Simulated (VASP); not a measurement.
The system is KTaO3.

```xyz
5
Lattice="3.9883 0.0000 0.0000 0.0000 3.9883 0.0000 0.0000 0.0000 3.9883" Properties=species:S:1:pos:R:3 pbc="T T T"
Ta    0.0000    0.0000    0.0000
K     1.9942    1.9942    1.9942
O     0.0000    0.0000    1.9942
O     0.0000    1.9942    0.0000
O     1.9942    0.0000    0.0000
```

Base run:

- Program: VASP 6.6.1
- Functional: TB-mBJ
- Potentials or basis: VASP PAW PBE potentials, release 64 (Ta_pv, K_sv, O)
- Cutoff: 520 eV
- k mesh: 8 × 8 × 8
- Occupations: gaussian, width 0.02 eV
- Spin: no spin polarisation

Its results: band gap on the k mesh 3.50 eV, indirect (least direct gap 4.25 eV).

Problem. After a change of settings the same cell gave: band gap on the k mesh 2.02 eV, indirect (least direct gap 2.65 eV). Which change was it?
A. functional from TB-mBJ to PBE
B. functional from TB-mBJ to r2SCAN
C. functional from TB-mBJ to LDA; potentials or basis from VASP PAW PBE potentials, release 64 (Ta_pv, K_sv, O) to VASP PAW LDA potentials, release 64 (Ta_pv, K_sv, O)

Solution. C.

Caveats: spin-orbit coupling is left out, which moves the levels of the heavy elements.
